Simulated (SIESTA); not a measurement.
TiO2:

```
Ti O
1.0
     4.59984    0.00000    0.00000
     0.00000    4.59984    0.00000
     0.00000    0.00000    2.95921
Ti O
2 4
Cartesian
  0.0000 0.0000 1.4796
  2.2999 2.2999 0.0000
  1.3998 1.3998 1.4796
  0.9001 3.6997 0.0000
  3.6997 0.9001 0.0000
  3.2000 3.2000 1.4796
```

The cell is a database's computed one.

Base run:

```yaml
Program: SIESTA 5.4.2
Functional: APBE
Potentials_or_basis: PseudoDojo 0.4 standard (PBE files)
Basis: DZP (energy shift 0.002 Ry)
Grid_cutoff: 800 Ry
Energy_shift: 0.002 Ry
k_mesh: 6 × 6 × 9
Occupations: fermi-dirac, width 0.05 eV
Spin: no spin polarisation
```

Its results: band gap on the k mesh 1.69 eV, direct; pressure 9.0 GPa; largest force 0.065 eV/Å.

Task: The run is repeated on the same cell with these changes: functional from APBE to RPBE. What comes out?

Result: Band gap on the k mesh 1.70 eV, direct; pressure 10.8 GPa; largest force 0.059 eV/Å.

Caveats: semicore shells carry a single zeta, which can move pressures by several GPa and volumes by a few percent; the potentials were made for another functional, which shifts forces and pressure; the basis of atomic orbitals isn't converged, which shifts pressures, moduli and gaps.
